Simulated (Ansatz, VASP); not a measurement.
# One calculation of Br, two programs

```
Br
1.0
    -1.38482    1.30772    3.57327
     1.38482   -1.59392    3.68715
     1.38482    1.59392   -3.68715
Br
1
Direct
  0.00000 0.00000 0.00000
```

Alike in both runs: task single point; functional PBEsol; k mesh 18 × 18 × 18; occupations gaussian, width 0.1 eV; no spin polarisation.

|  | VASP | Ansatz |
| --- | --- | --- |
| version | VASP 6.6.1 | Ansatz 0.2.0 |
| potentials or method | VASP PAW PBE potentials, release 64 (Br) | scalar-relativistic, plane waves, PAW |
| plane-wave cutoff (eV) | 520 | 420 |
| valence electrons in the cell | 7 | 7 |

```tsv
	VASP	Ansatz	Ansatz less VASP
gap on the k mesh at the Fermi level (eV)	none	none	-
pressure (GPa)	-0.6	-0.6	-0.03
largest component of the traceless stress (GPa)	0.99	1.02	+0.028
```

A gap of «none» marks a metal or a gap that the smearing closes.

Caveats: the PAW data sets were made with another functional, which shifts forces and pressure a little (VASP); an odd number of electrons without spin polarisation forces a metal; a magnetic or distorted state may lie lower.
